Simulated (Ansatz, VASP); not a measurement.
# Two plane-wave programs on PbS (Galena)

```xyz
2
Lattice="0.0000 2.9052 2.9052 2.9052 0.0000 2.9052 2.9052 2.9052 0.0000" Properties=species:S:1:pos:R:3 pbc="T T T"
Pb    0.0000    0.0000    0.0000
S     2.9052    2.9052    2.9052
```

Alike in both runs: task single point; functional PBE; k mesh 8 × 8 × 8; occupations fermi-dirac, width 0.05 eV; no spin polarisation.

```csv
,VASP,Ansatz
version,VASP 6.6.1,Ansatz 0.2.0
potentials or method,"VASP PAW PBE potentials, release 64 (Pb_d, S)",Ansatz PAW soft_1
plane-wave cutoff (eV),520,420
valence electrons in the cell,20,20
```

VASP gave:

```
gap on the k mesh at the Fermi level (eV) : 0.11
least direct gap on the mesh (eV)         : 0.11
pressure (GPa)                            : 6.5
```

Problem. What did Ansatz give for the same quantities?

Solution. gap on the k mesh at the Fermi level (eV): 0.12; least direct gap on the mesh (eV): 0.12; pressure (GPa): 6.6.

The functional is the same, so the differences come from potentials, cutoffs and numerics.

Caveats: spin-orbit coupling is left out, which as a rule narrows the gap of such compounds by several tenths of an eV.
